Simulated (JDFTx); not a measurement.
# Ge (I4_1/amd) in JDFTx: notebook

The runs below take Ge through single point, relaxation of cell and atoms, with BLYP, PBE+D2, LDA, PBE, RPBE.

All numbers are computed with JDFTx 1.7.0 (patched build); they aren't measurements. Logs are shortened: lines on timing, memory, paths and dates and some standing lists are left out, and cuts for length are marked. The log counts tension as positive stress, the text compression.

### Step 1. The crystal as given

It takes space group I4_1/amd (No. 141, tetragonal). Conventional cell: a = 5.149 Å, b = 5.149 Å, c = 2.795 Å, α = 90.00°, β = 90.00°, γ = 90.00°. Around Ge (site symmetry -4m2) lie 6 Ge at 2.67 to 2.79 Å.

This isn't the form of Ge at room conditions, which is diamond.

### Step 2. Single point, BLYP

Ge.in reads:

```
lattice \
   -4.8650804796     4.8650804796     4.8650804796 \
    4.8650804796    -4.8650804796     4.8650804796 \
    2.6407271787     2.6407271787    -2.6407271787
coords-type Lattice
ion Ge     0.5000000000     0.5000000000     0.0000000000 1
ion Ge     0.2500000000     0.7500000000     0.5000000000 1

ion-species pseudo/Ge.upf
elec-cutoff 39 312
elec-ex-corr gga-x-b88 gga-c-lyp
kpoint-folding 11 11 11
elec-smearing Fermi 0.0018374661
elec-n-bands 21
electronic-SCF nIterations 100 energyDiffThreshold 1e-09
electronic-minimize nIterations 30 energyDiffThreshold 1e-7
converge-empty-states yes
forces-output-coords Cartesian

dump-name run.$VAR
dump End Ecomponents EigStats BandEigs Kpoints Forces Stress ElecDensity Dtot KEdensity
```

Potentials or basis: PseudoDojo-SR-PBE-0.5-standard.

The run is started by

```console
$ jdftx -c 1 -i Ge.in -o Ge.out
```

Output:

```text
*************** JDFTx 1.7.0 (patched build) ***************

Input parsed successfully to the following command list (including defaults):
[... the input with its defaults ...]

---------- Setting up symmetries ----------

Non-trivial transmission matrix:
[   1   0   0  ]
[   1   1   0  ]
[   0   0   1  ]
with reduced lattice vectors:
[      0.000000      4.865080      4.865080  ]
[      0.000000     -4.865080      4.865080  ]
[      5.281454      2.640727     -2.640727  ]

Found 16 point-group symmetries of the bravais lattice
Found 16 space-group symmetries with basis
Applied RMS atom displacement 0 bohrs to make symmetries exact.

---------- Initializing the Grid ----------
R =
[     -4.86508      4.86508      4.86508  ]
[      4.86508     -4.86508      4.86508  ]
[      2.64073      2.64073     -2.64073  ]
unit cell volume = 250.014
G =
[  -3.95e-19   0.645743    1.18967  ]
[   0.645743  -3.95e-19    1.18967  ]
[   0.645743   0.645743 -3.30937e-18  ]
Minimum fftbox size, Smin = [  60  60  60  ]
Chosen fftbox size, S = [  60  60  60  ]

---------- Initializing tighter grid for wavefunction operations ----------
R =
[     -4.86508      4.86508      4.86508  ]
[      4.86508     -4.86508      4.86508  ]
[      2.64073      2.64073     -2.64073  ]
unit cell volume = 250.014
G =
[  -3.95e-19   0.645743    1.18967  ]
[   0.645743  -3.95e-19    1.18967  ]
[   0.645743   0.645743 -3.30937e-18  ]
Minimum fftbox size, Smin = [  44  44  44  ]
Chosen fftbox size, S = [  48  48  48  ]

---------- Exchange Correlation functional ----------
Initialized LibXC exchange functional 'Becke 88'
Initialized LibXC correlation functional 'Lee, Yang & Parr'

---------- Setting up pseudopotentials ----------
Width of ionic core gaussian charges (only for fluid interactions / plotting) set to 0

Reading pseudopotential file 'pseudo/Ge.upf':
  'Ge' pseudopotential, 'PBE' functional
  Generated using ONCVPSP code by D. R. Hamann
  14 valence electrons, 3 orbitals, 6 projectors, 1001 radial grid points, with lMax = 2
    3D    l: 2   occupation: 10.0   eigenvalue: -1.077154
    4S    l: 0   occupation:  2.0   eigenvalue: -0.431124
    4P    l: 1   occupation:  2.0   eigenvalue: -0.143154
  Core radius for overlap checks: 1.83 bohrs.

Initialized 1 species with 2 total atoms.

Folded 1 k-points by 11x11x11 to 1331 k-points.

---------- Setting up k-points, bands, fillings ----------
Reduced to 126 k-points under symmetry.
Computing the number of bands and number of electrons
Calculating initial fillings.
nElectrons:  28.000000   nBands: 21   nStates: 126

----- Setting up reduced wavefunction bases (one per k-point) -----
average nbasis = 2908.403 , ideal nbasis = 2908.402

---------- Setting up ewald sum ----------
Optimum gaussian width for ewald sums = 2.219675 bohr.
Real space sum over 1859 unit cells with max indices [  6  6  5  ]
Reciprocal space sum over 3375 terms with max indices [  7  7  7  ]

---------- Allocating electronic variables ----------
Initializing wave functions:  linear combination of atomic orbitals
Note: number of bands (21) exceeds available atomic orbitals (18)
Ge pseudo-atom occupations:   s ( 2 )  p ( 2 )  d ( 10 )
	FillingsUpdate:  mu: +0.479800232  nElectrons: 28.000000
LCAOMinimize: Iter:   0  F: -159.5324755762270854  |grad|_K:  3.105e-05  alpha:  1.000e+00
	FillingsUpdate:  mu: +0.479926898  nElectrons: 28.000000
LCAOMinimize: Iter:   1  F: -159.5325004223702479  |grad|_K:  1.603e-06  alpha:  9.275e-01  linmin: -1.449e-03  cgtest:  2.409e-02
	FillingsUpdate:  mu: +0.479926883  nElectrons: 28.000000
LCAOMinimize: Iter:   2  F: -159.5325004914421072  |grad|_K:  8.442e-08  alpha:  9.665e-01  linmin:  2.749e-04  cgtest: -1.356e-02
	FillingsUpdate:  mu: +0.479926792  nElectrons: 28.000000
LCAOMinimize: Iter:   3  F: -159.5325004916245177  |grad|_K:  1.042e-09  alpha:  9.108e-01  linmin: -9.456e-02  cgtest:  8.643e-01
LCAOMinimize: Encountered beta<0, resetting CG.
LCAOMinimize: Converged (|Delta F|<1.000000e-06 for 2 iters).

-------- Electronic minimization -----------
Will mix electronic density at each iteration.
	FillingsUpdate:  mu: +0.479926792  nElectrons: 28.000000
	FillingsUpdate:  mu: +0.468277053  nElectrons: 28.000000
SCF: Cycle:  0   F: -159.578879224030686   dF: -4.638e-02   |Residual|: 3.460e-02   |deigs|: 2.749e-01
	FillingsUpdate:  mu: +0.468434487  nElectrons: 28.000000
SCF: Cycle:  1   F: -159.579487923178959   dF: -6.087e-04   |Residual|: 1.875e-02   |deigs|: 6.779e-03
	FillingsUpdate:  mu: +0.469107697  nElectrons: 28.000000
SCF: Cycle:  2   F: -159.579543139511088   dF: -5.522e-05   |Residual|: 6.150e-03   |deigs|: 2.485e-03
	FillingsUpdate:  mu: +0.469273994  nElectrons: 28.000000
SCF: Cycle:  3   F: -159.579543400915611   dF: -2.614e-07   |Residual|: 7.050e-03   |deigs|: 2.439e-03
	FillingsUpdate:  mu: +0.469439663  nElectrons: 28.000000
SCF: Cycle:  4   F: -159.579551961706613   dF: -8.561e-06   |Residual|: 1.131e-03   |deigs|: 8.183e-04
	FillingsUpdate:  mu: +0.469431955  nElectrons: 28.000000
SCF: Cycle:  5   F: -159.579552461540345   dF: -4.998e-07   |Residual|: 4.370e-04   |deigs|: 1.303e-04
	FillingsUpdate:  mu: +0.469448571  nElectrons: 28.000000
SCF: Cycle:  6   F: -159.579552608827612   dF: -1.473e-07   |Residual|: 7.547e-05   |deigs|: 4.881e-05
	FillingsUpdate:  mu: +0.469445958  nElectrons: 28.000000
SCF: Cycle:  7   F: -159.579552633502971   dF: -2.468e-08   |Residual|: 1.548e-04   |deigs|: 2.245e-05
	FillingsUpdate:  mu: +0.469448822  nElectrons: 28.000000
SCF: Cycle:  8   F: -159.579552639781895   dF: -6.279e-09   |Residual|: 2.911e-05   |deigs|: 4.161e-05
	FillingsUpdate:  mu: +0.469448310  nElectrons: 28.000000
SCF: Cycle:  9   F: -159.579552640208448   dF: -4.266e-10   |Residual|: 3.962e-05   |deigs|: 1.872e-05
	FillingsUpdate:  mu: +0.469448325  nElectrons: 28.000000
SCF: Cycle: 10   F: -159.579552640521513   dF: -3.131e-10   |Residual|: 8.529e-06   |deigs|: 1.966e-05
SCF: Converged (|Delta E|<1.000000e-09 for 2 iters).

Setting wave functions to eigenvectors of Hamiltonian
Converging empty states (this may take a while): |deigs|: 3.393e-04

# Stress tensor in Cartesian coordinates [Eh/a0^3]:
[ -0.000309263            0            0  ]
[            0 -0.000309263            0  ]
[            0            0 -0.000311664  ]

# Ionic positions in lattice coordinates:
ion Ge   0.500000000000000   0.500000000000000   0.000000000000000 1
ion Ge   0.250000000000000   0.750000000000000   0.500000000000000 1

# Forces in Cartesian coordinates:
force Ge   0.000000000000000   0.000000000000000  -0.000000000000000 1
force Ge   0.000000000000000   0.000000000000000   0.000000000000000 1

# Energy components:
   Eewald =     -112.0414345513894574
       EH =       45.1805147830798433
     Eloc =     -107.9798650818274979
      Enl =      -93.8381510216659649
      Exc =      -43.3356638984059117
 Exc_core =       18.7455232219173737
       KE =      133.6898030157161941
-------------------------------------
     Etot =     -159.5792735325754563
       TS =        0.0002791079460705
-------------------------------------
        F =     -159.5795526405215128

IonicMinimize: Iter:   0  F: -159.579552640521513  |grad|_K:        nan
IonicMinimize: None of the convergence criteria satisfied after 0 iterations.

#--- Lowdin population analysis ---
# oxidation-state Ge +0.024 +0.024

Dumping 'run.eigStats' ...
	eMin: -0.437481 at state 0 ( [ +0.000000 +0.000000 +0.000000 ] spin 0 )
	HOMO: +0.469107 at state 25 ( [ +0.000000 +0.363636 +0.090909 ] spin 0 )
	mu  : +0.469448
	LUMO: +0.469809 at state 43 ( [ +0.090909 +0.181818 +0.272727 ] spin 0 )
	eMax: +1.046630 at state 124 ( [ +0.454545 +0.454545 -0.454545 ] spin 0 )
	HOMO-LUMO gap: +0.000702
	Optical gap  : +0.032101 at state 43 ( [ +0.090909 +0.181818 +0.272727 ] spin 0 )
Done!
```

It took 8.9 min on 1 thread of Arm Neoverse V1, shared host; peak memory 0.38 GiB.

Results:

* Free energy: -4342.3808 eV
* Pressure: 9.1 GPa
* Band gap on the k mesh: none (metal or under the smearing width)

Caveat: the potentials were made for another functional, which shifts forces and pressure.

### Step 3. Relaxation of cell and atoms, PBE+D2

Ge.in, as its differences from that of step 2:

```diff
@@ -10,4 +10,5 @@
 elec-cutoff 39 312
-elec-ex-corr gga-x-b88 gga-c-lyp
-kpoint-folding 11 11 11
+elec-ex-corr gga-PBE
+van-der-waals
+kpoint-folding 7 7 7
 elec-smearing Fermi 0.0018374661
@@ -16,6 +17,6 @@
 electronic-minimize nIterations 30 energyDiffThreshold 1e-7
-converge-empty-states yes
 forces-output-coords Cartesian
+lattice-minimize nIterations 40 energyDiffThreshold 1e-6
 
 dump-name run.$VAR
-dump End Ecomponents EigStats BandEigs Kpoints Forces Stress ElecDensity Dtot KEdensity
+dump End Ecomponents EigStats BandEigs Kpoints Forces Stress
```

Potentials or basis: PseudoDojo-SR-PBE-0.5-standard.

The run is started by

```console
$ jdftx -c 1 -i Ge.in -o Ge.out
```

It took 15 min on 1 thread of Arm Neoverse V1, shared host; peak memory 0.16 GiB.

Results (log left out):

```
Free energy                            : -4349.5217 eV
Relaxed volume                         : 18.51 Å³/atom
Relaxed cell                           : a = 3.869 Å, b = 3.869 Å, c = 3.869 Å, α = 97.89°, β = 97.89°, γ = 136.50°
Space group after relaxing (to 0.05 Å) : I4_1/amd (No. 141)
Energy gained by relaxing              : 7.2 meV/atom
Ionic steps                            : 7
Pressure after relaxing                : 0.0 GPa
Band gap on the k mesh                 : none (metal or under the smearing width)
```

The path:
| step | energy change (eV) | largest force (eV/Å) | pressure (GPa) | volume (Å³) |
| --- | --- | --- | --- | --- |
| 1 | 0.0000 | 0.0000 | -0.34 | 37.05 |
| 2 | -0.0064 | 0.0000 | -0.08 | 36.93 |
| 3 | -0.0109 | 0.0000 | 0.66 | 36.84 |
| 4 | -0.0137 | 0.0000 | -0.64 | 37.31 |
| 5 | -0.0144 | 0.0000 | 0.08 | 36.99 |
| 6 | -0.0144 | 0.0000 | 0.01 | 37.02 |
| 7 | -0.0144 | 0.0000 | 0.00 | 37.03 |

Final structure:
```cif
data_structure
_symmetry_space_group_name_H-M 'P 1'
_symmetry_Int_Tables_number 1
_cell_length_a 3.8690
_cell_length_b 3.8690
_cell_length_c 3.8690
_cell_angle_alpha 97.893
_cell_angle_beta 97.893
_cell_angle_gamma 136.498
_cell_volume 37.03
loop_
_atom_site_label
_atom_site_type_symbol
_atom_site_fract_x
_atom_site_fract_y
_atom_site_fract_z
_atom_site_occupancy
Ge1 Ge 0.50000 0.50000 0.00000 1
Ge2 Ge 0.25000 0.75000 0.50000 1
```

Levels at points of the mesh, in eV from the Fermi level:
| k point | band 11 | band 12 | band 13 | band 14 | band 15 |
| --- | --- | --- | --- | --- | --- |
| (0.00, 0.00, 0.00) | -13.27 | -3.55 | -2.12 | -2.12 | 3.48 |

Caveat: the k mesh is coarse (spacing up to 0.37 Å⁻¹), so the values aren't converged; pairwise dispersion overbinds metals, which lowers pressure and volume.

### Step 4. Single point, LDA

Ge.in, as its differences from that of step 3:

```diff
@@ -10,5 +10,4 @@
 elec-cutoff 39 312
-elec-ex-corr gga-PBE
-van-der-waals
-kpoint-folding 7 7 7
+elec-ex-corr lda-PW
+kpoint-folding 11 11 11
 elec-smearing Fermi 0.0018374661
@@ -17,6 +16,6 @@
 electronic-minimize nIterations 30 energyDiffThreshold 1e-7
+converge-empty-states yes
 forces-output-coords Cartesian
-lattice-minimize nIterations 40 energyDiffThreshold 1e-6
 
 dump-name run.$VAR
-dump End Ecomponents EigStats BandEigs Kpoints Forces Stress
+dump End Ecomponents EigStats BandEigs Kpoints Forces Stress ElecDensity
```

Potentials or basis: PseudoDojo-SR-LDA-0.4.1-standard.

The run is started by

```console
$ jdftx -c 1 -i Ge.in -o Ge.out
```

Wall time 7.2 min (1 thread of Arm Neoverse V2, shared host); peak memory 0.37 GiB.

It converged, with:

```yaml
Free_energy: -4361.1763 eV
Pressure: -2.5 GPa
Band_gap_on_the_k_mesh: none (metal or under the smearing width)
```

Stress tensor (GPa, compression positive):
```
-2.45  0.00  0.00
 0.00 -2.45  0.00
 0.00  0.00 -2.73
```

Levels at points of the mesh, in eV from the Fermi level:
```
           k point  band 10  band 11  band 12  band 13  band 14  band 15  band 16
(0.00, 0.00, 0.00)   -24.52   -13.32    -4.19    -2.33    -2.33     3.37     7.52
```

### Step 5. Single point, PBE

Ge.in, as its differences from that of step 4:

```diff
@@ -10,3 +10,3 @@
 elec-cutoff 39 312
-elec-ex-corr lda-PW
+elec-ex-corr gga-PBE
 kpoint-folding 11 11 11
```

Potentials or basis: PseudoDojo-SR-PBE-0.5-standard.

The run is started by

```console
$ jdftx -c 1 -i Ge.in -o Ge.out
```

Output:

```text
*************** JDFTx 1.7.0 (patched build) ***************

Input parsed successfully to the following command list (including defaults):
[... the input with its defaults ...]

---------- Setting up symmetries ----------

Non-trivial transmission matrix:
[   1   0   0  ]
[   1   1   0  ]
[   0   0   1  ]
with reduced lattice vectors:
[      0.000000      4.865080      4.865080  ]
[      0.000000     -4.865080      4.865080  ]
[      5.281454      2.640727     -2.640727  ]

Found 16 point-group symmetries of the bravais lattice
Found 16 space-group symmetries with basis
Applied RMS atom displacement 0 bohrs to make symmetries exact.

---------- Initializing the Grid ----------
R =
[     -4.86508      4.86508      4.86508  ]
[      4.86508     -4.86508      4.86508  ]
[      2.64073      2.64073     -2.64073  ]
unit cell volume = 250.014
G =
[  -3.95e-19   0.645743    1.18967  ]
[   0.645743  -3.95e-19    1.18967  ]
[   0.645743   0.645743 -3.30937e-18  ]
Minimum fftbox size, Smin = [  60  60  60  ]
Chosen fftbox size, S = [  60  60  60  ]
[... 91 lines left out ...]
SCF: Converged (|Delta E|<1.000000e-09 for 2 iters).

Setting wave functions to eigenvectors of Hamiltonian
Converging empty states (this may take a while): |deigs|: 1.063e-04

# Stress tensor in Cartesian coordinates [Eh/a0^3]:
[ -0.000112855            0            0  ]
[            0 -0.000112855            0  ]
[            0            0 -0.000105488  ]

# Ionic positions in lattice coordinates:
ion Ge   0.500000000000000   0.500000000000000   0.000000000000000 1
ion Ge   0.250000000000000   0.750000000000000   0.500000000000000 1

# Forces in Cartesian coordinates:
force Ge   0.000000000000000   0.000000000000000  -0.000000000000000 1
force Ge   0.000000000000000   0.000000000000000   0.000000000000000 1

# Energy components:
   Eewald =     -112.0414345513894574
       EH =       45.0885813663007937
     Eloc =     -107.8485647999216610
      Enl =      -94.3183140736102672
      Exc =      -43.6533680875618799
 Exc_core =       18.8142553263156991
       KE =      134.1477462294745067
-------------------------------------
     Etot =     -159.8110985903922767
       TS =        0.0002943553048018
-------------------------------------
        F =     -159.8113929456970652

IonicMinimize: Iter:   0  F: -159.811392945697065  |grad|_K:  6.911e-37
IonicMinimize: Converged (|grad|_K<1.000000e-04).

#--- Lowdin population analysis ---
# oxidation-state Ge +0.027 +0.027

Dumping 'run.eigStats' ...
	eMin: -0.456329 at state 0 ( [ +0.000000 +0.000000 +0.000000 ] spin 0 )
	HOMO: +0.455506 at state 43 ( [ +0.090909 +0.181818 +0.272727 ] spin 0 )
	mu  : +0.455866
	LUMO: +0.456140 at state 87 ( [ +0.181818 +0.272727 -0.272727 ] spin 0 )
	eMax: +1.022829 at state 124 ( [ +0.454545 +0.454545 -0.454545 ] spin 0 )
	HOMO-LUMO gap: +0.000635
	Optical gap  : +0.032142 at state 22 ( [ +0.000000 +0.272727 +0.363636 ] spin 0 )
Done!
```

It took 7.8 min on 1 thread of Arm Neoverse V2, shared host; peak memory 0.37 GiB.

What came out:

* Free energy: -4348.6895 eV
* Pressure: 3.2 GPa
* Band gap on the k mesh: none (metal or under the smearing width)

(Part 1 of 2 ends here.)
